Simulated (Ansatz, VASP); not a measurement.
Ta2C3: VASP beside Ansatz

```
Ta C
1.0
     3.02506    0.00000    0.00000
    -1.51253    2.61978    0.00000
     0.00000    0.00000    6.44142
Ta C
2 3
Direct
  0.33333 0.66667 0.20835
  0.66667 0.33333 0.79165
  0.00000 0.00000 0.00000
  0.33333 0.66667 0.54533
  0.66667 0.33333 0.45467
```

Alike in both runs: functional PBE; k mesh 12 × 12 × 6; occupations gaussian, width 0.1 eV; no spin polarisation.

Ansatz relaxed the structure, and its values are those at the end. VASP's run is a single point on that final structure, the one shown.

|  | VASP | Ansatz |
| --- | --- | --- |
| version | VASP 6.6.1 | Ansatz 0.2.0 |
| potentials or method | VASP PAW PBE potentials, release 64 (Ta_pv, C) | scalar-relativistic, plane waves, PAW |
| plane-wave cutoff (eV) | 520 | 420 |
| valence electrons in the cell | 34 | 38 |

```tsv
	VASP	Ansatz	Ansatz less VASP
gap on the k mesh at the Fermi level (eV)	none	none	-
pressure (GPa)	0.7	0.0	-0.72
rms of the force components (eV/Å)	0.004	0.000	-0.0036
```

A gap of «none» marks a metal or a gap that the smearing closes. The two sets of potentials don't hold the same shells in valence.

Spin-orbit coupling is left out, which matters for the levels of Ta.
